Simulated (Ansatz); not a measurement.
KF (Fm-3m), stationary points along a deformation path

Computed with DFT r2SCAN, scalar-relativistic, plane waves, PAW (Ansatz 0.2.0). Cutoff 500 eV, Γ-centred 8×8×8 k-points, Gaussian smearing of 0.05 eV. No spin polarisation. Energies are free energies at this smearing, counted from the undisturbed cell; pressure is positive in compression.

Reference structure (as given, not relaxed at this level; it stands at -0.5 GPa):

```
CELL_PARAMETERS angstrom
0.00000 2.67350 2.67350
2.67350 0.00000 2.67350
2.67350 2.67350 0.00000
ATOMIC_POSITIONS crystal
K 0.00000 0.00000 0.00000
F 0.50000 0.50000 0.50000
```

At fixed volume and fractional coordinates, lengths along (0.000, 0.000, 1.000) are scaled against those across it; ρ is that ratio over its starting value. V = 19.109 Å³/atom. Δσ is the stress along the axis less the mean stress across it (compression positive).

```
    ρ  ΔE (meV/atom)  Δσ (GPa) space group
0.650          969.4     83.74       I4/mmm
0.707          521.5     52.20       I4/mmm
0.780          217.0     27.62       I4/mmm
0.850           78.3     13.97       I4/mmm
0.920           17.9      5.77       I4/mmm
0.960            4.0      2.55       I4/mmm
1.000            0.0      0.00        Fm-3m
1.050            5.1     -2.57       I4/mmm
1.100           18.7     -4.72       I4/mmm
1.200           64.6     -8.57       I4/mmm
1.300          131.4    -12.51       I4/mmm
1.414          231.4    -17.61       I4/mmm
1.500          324.1    -22.02       I4/mmm
```

**Question.** How does the stress give the slope of the energy, and where is the energy stationary?

**Answer.** Along the path d ln(length) is 2/3 d ln ρ on the axis and −1/3 d ln ρ across it, so dE/d ln ρ = −(2/3) V Δσ: the energy falls with ρ where Δσ is positive. Δσ vanishes or changes sign at ρ = 1.000 (Fm-3m), a minimum at 0.0 meV/atom. Pairs of stationary points between two samples would go unseen, and could change a minimum read from distant neighbours into a maximum. At ρ = 1.000 the cell is cubic, where symmetry alone makes the stress isotropic and the slope zero.

**Question.** Which shear constant sets the curvature at ρ = 1?

**Answer.** For a cubic crystal E/V = (2/3) C (ln ρ)² with C = C′ = (C11 − C12)/2, so Δσ = −2C ln ρ. The parabola of Δσ against ln ρ through ρ = 0.960, 1 and 1.050 gives C ≈ 29 GPa with the ions clamped, rough because the steps are large. It is the stress–strain coefficient at this cell's pressure of -0.5 GPa, not the zero-pressure constant.

**Question.** Integrate that slope from ρ = 1 to 1.200 by the trapezoid rule.

**Answer.** With V/N in Å³ and 1 eV/Å³ = 160.2 GPa the slopes at ρ = 1.000, 1.050, 1.100, 1.200 are 0, 204, 376, 682 meV/atom per unit of ln ρ. The steps add 5.0 + 13.5 + 46.0 = 64.5 meV/atom, against 64.6 from the energies; the trapezoid rule misses the curvature of the slope within each step.